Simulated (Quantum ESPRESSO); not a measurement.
# WS2 (Tungstenite) (P6_3/mmc) in Quantum ESPRESSO: reference runs

How does WS2 (Tungstenite) come out in PBE? The cell is run as given and disturbed.

Program: Quantum ESPRESSO 7.5. These are calculated values, not measurements. Logs are shortened: lines on timing, memory, paths and dates and some standing lists are left out, and cuts for length are marked.

## Step 1: The crystal as given

The structure is hexagonal, space group P6_3/mmc (No. 194). Conventional cell: a = 3.180 Å, b = 3.180 Å, c = 12.500 Å, α = 90.00°, β = 90.00°, γ = 120.00°. Around W (site symmetry -6m2) lie 6 S at 2.41 Å. S (site symmetry 3m) has 3 W at 2.41 Å as nearest neighbours.

## Step 2: Single point, PBE

Input file pw.in:

```
&CONTROL
  calculation = 'scf'
  prefix = 'pwscf'
  outdir = './tmp'
  pseudo_dir = './pseudo'
  tprnfor = .true.
  tstress = .true.
  disk_io = 'nowf'
/
&SYSTEM
  ibrav = 0
  nat = 6
  ntyp = 2
  ecutwfc = 55
  ecutrho = 440
  nbnd = 36
  occupations = 'smearing'
  smearing = 'fd'
  degauss = 0.00367493
/
&ELECTRONS
  conv_thr = 1.2d-09
  electron_maxstep = 120
  mixing_beta = 0.5
/
ATOMIC_SPECIES
W    183.8400 W_pbe_v1.2.uspp.F.UPF
S     32.0600 s_pbe_v1.4.uspp.F.UPF
CELL_PARAMETERS angstrom
   3.1800000000    0.0000000000    0.0000000000
  -1.5900000000    2.7539607840    0.0000000000
   0.0000000000    0.0000000000   12.5000000000
ATOMIC_POSITIONS crystal
W      0.6666666667    0.3333333333    0.7500000000
W      0.3333333333    0.6666666667    0.2500000000
S      0.6666666667    0.3333333333    0.3750000000
S      0.3333333333    0.6666666667    0.8750000000
S      0.6666666667    0.3333333333    0.1250000000
S      0.3333333333    0.6666666667    0.6250000000
K_POINTS automatic
10 10 3 0 0 0
```

Potentials or basis: SSSP 1.3 efficiency PBE.

Run with:

```
OMP_NUM_THREADS=1 pw.x -in pw.in > pw.out
```

pw.out:

```text
This program is part of the open-source Quantum ESPRESSO suite
     for quantum simulation of materials; please cite
[... 9 lines left out ...]
     --------------------
     sticks:   dense  smooth     PW     G-vecs:    dense   smooth      PW
     Sum        1099     547    163               115015    40749    6559

     Using Slab Decomposition

     bravais-lattice index     =            0
     lattice parameter (alat)  =       6.0093  a.u.
     unit-cell volume          =     738.7398 (a.u.)^3
     number of atoms/cell      =            6
     number of atomic types    =            2
     number of electrons       =        52.00
     number of Kohn-Sham states=           36
     kinetic-energy cutoff     =      55.0000  Ry
     charge density cutoff     =     440.0000  Ry
     scf convergence threshold =      1.2E-09
     mixing beta               =       0.5000
     number of iterations used =            8  plain     mixing
     Exchange-correlation=  SLA  PW   PBX  PBC
                           (   1   4   3   4   0   0   0)

     celldm(1)=   6.009329  celldm(2)=   0.000000  celldm(3)=   0.000000
     celldm(4)=   0.000000  celldm(5)=   0.000000  celldm(6)=   0.000000

     crystal axes: (cart. coord. in units of alat)
               a(1) = (   1.000000   0.000000   0.000000 )
               a(2) = (  -0.500000   0.866025   0.000000 )
               a(3) = (   0.000000   0.000000   3.930818 )

     reciprocal axes: (cart. coord. in units 2 pi/alat)
               b(1) = (  1.000000  0.577350 -0.000000 )
               b(2) = (  0.000000  1.154701  0.000000 )
               b(3) = (  0.000000 -0.000000  0.254400 )

     PseudoPot. # 1 for W  read from file:
     W_pbe_v1.2.uspp.F.UPF
     Pseudo is Ultrasoft + core correction, Zval = 14.0
     Generated by new atomic code, or converted to UPF format
     Using radial grid of  923 points,  8 beta functions with:
                l(1) =   0
                l(2) =   0
                l(3) =   0
                l(4) =   1
                l(5) =   1
                l(6) =   2
                l(7) =   2
                l(8) =   3
     Q(r) pseudized with  6 coefficients,  rinner =    1.350   1.350   1.350
                                                       1.350   1.350   1.350
                                                       1.350

     PseudoPot. # 2 for S  read from file:
     s_pbe_v1.4.uspp.F.UPF
     Pseudo is Ultrasoft + core correction, Zval =  6.0
     Generated by new atomic code, or converted to UPF format
     Using radial grid of  907 points,  6 beta functions with:
                l(1) =   0
                l(2) =   0
                l(3) =   1
                l(4) =   1
                l(5) =   2
                l(6) =   2
     Q(r) pseudized with  8 coefficients,  rinner =    1.300   1.300   1.300
                                                       1.300   1.300

     atomic species   valence    mass     pseudopotential
     W                14.00   183.84000     W ( 1.00)
     S                 6.00    32.06000     S ( 1.00)

     24 Sym. Ops., with inversion, found (12 have fractional translation)

   Cartesian axes

     site n.     atom                  positions (alat units)
         1        W      tau(   1) = (   0.5000000   0.2886751   2.9481132  )
         2        W      tau(   2) = (  -0.0000000   0.5773503   0.9827044  )
         3        S      tau(   3) = (   0.5000000   0.2886751   1.4740566  )
         4        S      tau(   4) = (  -0.0000000   0.5773503   3.4394654  )
         5        S      tau(   5) = (   0.5000000   0.2886751   0.4913522  )
         6        S      tau(   6) = (  -0.0000000   0.5773503   2.4567610  )

     number of k points=    28  Fermi-Dirac smearing, width (Ry)=  0.0037
                       cart. coord. in units 2pi/alat
        k(    1) = (   0.0000000   0.0000000   0.0000000), wk =   0.0066667
        k(    2) = (   0.0000000   0.0000000   0.0848000), wk =   0.0133333
        k(    3) = (   0.0000000   0.1154701   0.0000000), wk =   0.0400000
        k(    4) = (   0.0000000   0.1154701   0.0848000), wk =   0.0800000
        k(    5) = (   0.0000000   0.2309401   0.0000000), wk =   0.0400000
        k(    6) = (   0.0000000   0.2309401   0.0848000), wk =   0.0800000
[... 20 lines left out ...]
        k(   27) = (   0.3000000   0.5196152   0.0000000), wk =   0.0400000
        k(   28) = (   0.3000000   0.5196152   0.0848000), wk =   0.0800000

     Dense  grid:   115015 G-vectors     FFT dimensions: (  45,  45, 160)

     Smooth grid:    40749 G-vectors     FFT dimensions: (  30,  30, 120)

     Initial potential from superposition of free atoms

     starting charge      51.7992, renormalised to      52.0000

     negative rho (up, down):  1.241E-01 0.000E+00
     Starting wfcs are   42 randomized atomic wfcs

     Self-consistent Calculation

     iteration #  1     ecut=    55.00 Ry     beta= 0.50
     Davidson diagonalization with overlap
     ethr =  1.00E-02,  avg # of iterations =  3.6

     Threshold (ethr) on eigenvalues was too large:
     Diagonalizing with lowered threshold

     Davidson diagonalization with overlap
     ethr =  3.34E-04,  avg # of iterations =  2.2

     negative rho (up, down):  1.285E-01 0.000E+00

     total energy              =    -414.99826924 Ry
     estimated scf accuracy    <       0.19476721 Ry

     iteration #  2     ecut=    55.00 Ry     beta= 0.50
     Davidson diagonalization with overlap
     ethr =  3.75E-04,  avg # of iterations =  2.0

     negative rho (up, down):  1.315E-01 0.000E+00

     total energy              =    -415.01436280 Ry
     estimated scf accuracy    <       0.06324053 Ry

     iteration #  3     ecut=    55.00 Ry     beta= 0.50
     Davidson diagonalization with overlap
     ethr =  1.22E-04,  avg # of iterations =  3.2
[... 60 lines left out ...]
     iteration # 10     ecut=    55.00 Ry     beta= 0.50
     Davidson diagonalization with overlap
     ethr =  7.98E-11,  avg # of iterations =  2.0

     negative rho (up, down):  1.347E-01 0.000E+00

     total energy              =    -415.03570550 Ry
     estimated scf accuracy    <          1.6E-09 Ry

     iteration # 11     ecut=    55.00 Ry     beta= 0.50
     Davidson diagonalization with overlap
     ethr =  3.03E-12,  avg # of iterations =  4.4

     negative rho (up, down):  1.347E-01 0.000E+00

     End of self-consistent calculation

          k = 0.0000 0.0000 0.0000 (  5065 PWs)   bands (ev):

   -63.3638 -63.3638 -27.6087 -27.6087 -27.4555 -27.4555 -27.4555 -27.4555
    -4.2488  -4.0649  -2.6755  -2.3208   3.8081   4.7202   7.6323   7.7566
     7.7566   7.7681   7.7681   8.9851   8.9851   9.0276   9.0276   9.7168
    10.2026  11.2902  13.5375  13.5375  13.5453  13.5453  13.6340  13.6340
    13.7853  13.7853  15.8839  16.1242

          k = 0.0000 0.0000 0.0848 (  5060 PWs)   bands (ev):

   -63.3638 -63.3638 -27.6087 -27.6087 -27.4555 -27.4555 -27.4555 -27.4555
    -4.2085  -4.1175  -2.5821  -2.4058   3.9994   4.4436   7.7594   7.7594
     7.7652   7.7652   8.0644   8.9689   8.9957   8.9957   9.0169   9.0169
    10.7409  11.1585  13.5351  13.5351  13.5365  13.5365  13.6783  13.6783
    13.7515  13.7515  15.9480  16.0683

          k = 0.0000 0.1155 0.0000 (  5053 PWs)   bands (ev):
[... 49 lines left out ...]
   -63.3486 -63.3486 -27.7593 -27.7593 -27.5523 -27.5523 -27.5272 -27.5272
    -2.3546  -2.2327  -1.9106  -1.7749   4.3044   4.5385   5.5807   5.8242
     5.8929   6.5174   7.3024   7.3691   8.4100   8.7793   9.1636   9.2992
     9.3596   9.6379  13.3211  13.3974  13.4031  13.8473  14.2860  15.0585
    15.1214  15.4960  16.1391  17.0734

          k = 0.0000 0.4619 0.0848 (  5095 PWs)   bands (ev):

   -63.3486 -63.3486 -27.7593 -27.7593 -27.5523 -27.5523 -27.5272 -27.5272
    -2.3300  -2.2710  -1.8688  -1.8029   4.3581   4.4749   5.5916   5.6628
     6.1582   6.4188   7.3183   7.3517   8.4742   8.6486   9.1980   9.2658
     9.4627   9.5915  13.3390  13.3798  13.4923  13.7007  14.4922  14.8523
    15.2150  15.4018  16.3105  16.7539

          k = 0.0000-0.5774 0.0000 (  5088 PWs)   bands (ev):

   -63.3470 -63.3470 -27.7904 -27.7904 -27.5463 -27.5463 -27.5347 -27.5347
    -2.0709  -1.9876  -1.7961  -1.7199   4.0149   4.2497   5.3675   5.5552
     5.9016   6.4856   7.1775   7.2453   8.4253   8.5906   9.2738   9.4343
     9.6213   9.7830  13.4947  13.5325  13.8536  14.0684  14.4106  15.1795
    15.1880  15.5000  15.6035  15.9957

          k = 0.0000-0.5774 0.0848 (  5084 PWs)   bands (ev):

   -63.3470 -63.3470 -27.7904 -27.7904 -27.5463 -27.5463 -27.5347 -27.5347
    -2.0540  -2.0136  -1.7718  -1.7350   4.0692   4.1864   5.3840   5.4565
     6.1065   6.3775   7.1937   7.2276   8.4545   8.5349   9.3141   9.3943
     9.6707   9.7499  13.5028  13.5216  13.9215  14.0275  14.5389  14.8905
    15.2887  15.4958  15.6501  15.9603

          k = 0.1000 0.1732 0.0000 (  5065 PWs)   bands (ev):

   -63.3593 -63.3593 -27.5920 -27.5920 -27.5449 -27.5449 -27.4793 -27.4793
    -3.7720  -3.5905  -2.4799  -2.1708   4.3617   5.2600   6.7118   6.7400
     6.9965   7.8307   8.1120   8.1757   8.1978   8.2164   9.1663   9.8791
    10.1153  10.4451  12.7833  13.2709  13.2920  13.3556  13.5579  13.6123
    14.3346  14.4592  17.6655  17.9846

          k = 0.1000 0.1732 0.0848 (  5058 PWs)   bands (ev):

   -63.3593 -63.3593 -27.5920 -27.5920 -27.5449 -27.5449 -27.4793 -27.4793
    -3.7329  -3.6433  -2.3963  -2.2430   4.5379   4.9667   6.7171   6.7321
     7.3095   7.7106   8.1223   8.1571   8.2005   8.2056   9.2418   9.5322
    10.3203  10.4251  12.9171  13.1508  13.3207  13.3888  13.5554  13.5750
    14.3692  14.4310  17.7392  17.9001
[... 99 lines left out ...]
   -63.3452 -63.3452 -27.7215 -27.7215 -27.6499 -27.6499 -27.5397 -27.5397
    -1.7842  -1.7440  -1.6347  -1.5947   4.8726   4.9996   5.0475   5.1036
     6.3265   6.3407   6.6781   6.9304   7.0572   7.3787   8.3309   8.5543
    10.4109  10.5683  12.6526  12.6740  13.5392  14.3244  14.5770  14.6353
    15.9006  16.2839  17.1395  17.2120

          k = 0.3000 0.5196 0.0848 (  5115 PWs)   bands (ev):

   -63.3452 -63.3452 -27.7215 -27.7215 -27.6499 -27.6499 -27.5397 -27.5397
    -1.7759  -1.7563  -1.6224  -1.6030   4.8989   4.9587   5.0761   5.1012
     6.3213   6.3271   6.6372   6.7320   7.3342   7.4691   8.3081   8.4376
    10.4477  10.5259  12.6582  12.6683  13.7451  14.1889  14.5075  14.6080
    15.9298  16.1216  17.3676  17.4078

     the Fermi energy is    11.7941 ev

!    total energy              =    -415.03570550 Ry
     estimated scf accuracy    <          1.7E-10 Ry
     smearing contrib. (-TS)   =      -0.00000003 Ry
     internal energy E=F+TS    =    -415.03570547 Ry

     The total energy is F=E-TS. E is the sum of the following terms:
     one-electron contribution =    -170.33548039 Ry
     hartree contribution      =     106.03155043 Ry
     xc contribution           =    -116.43550798 Ry
     ewald contribution        =    -234.29626753 Ry

     convergence has been achieved in  11 iterations

     negative rho (up, down):  1.347E-01 0.000E+00

     Forces acting on atoms (cartesian axes, Ry/au):

     atom    1 type  1   force =     0.00000000   -0.00000000   -0.00000000
     atom    2 type  1   force =    -0.00000000   -0.00000000    0.00000000
     atom    3 type  2   force =    -0.00000000   -0.00000000    0.00620843
     atom    4 type  2   force =    -0.00000000    0.00000000    0.00620843
     atom    5 type  2   force =     0.00000000    0.00000000   -0.00620843
     atom    6 type  2   force =     0.00000000   -0.00000000   -0.00620843

     Total force =     0.012417     Total SCF correction =     0.000017

     Computing stress (Cartesian axis) and pressure

     negative rho (up, down):  1.347E-01 0.000E+00
          total   stress  (Ry/bohr**3)                   (kbar)     P=       24.55
   0.00012358  -0.00000000   0.00000000           18.18       -0.00        0.00
   0.00000000   0.00012358   0.00000000            0.00       18.18        0.00
   0.00000000   0.00000000   0.00025341            0.00        0.00       37.28

=------------------------------------------------------------------------------=
   JOB DONE.
=------------------------------------------------------------------------------=
```

Run time: 3 min. Hardware: 1 thread of Arm Neoverse V1, shared host; peak memory 0.86 GiB.

What came out:

```yaml
Free_energy: -5646.8484 eV
Pressure: 2.5 GPa
Largest_force: 0.160 eV/Å
Band_gap_on_the_k_mesh: 1.12 eV, indirect (least direct gap 2.08 eV)
```

Forces on the atoms (eV/Å):
```
W    0.000  0.000  0.000
W    0.000  0.000  0.000
S    0.000  0.000  0.160
S    0.000  0.000  0.160
S    0.000  0.000 -0.160
S    0.000  0.000 -0.160
```

Caveat: spin-orbit coupling is left out, which moves the levels of the heavy elements; an odd mesh through Γ misses points on the zone boundary, where band edges often lie; this functional lacks dispersion, which binds the layers, so the pressure and a relaxed spacing across them are unreliable.

[end of part 1 of 2]
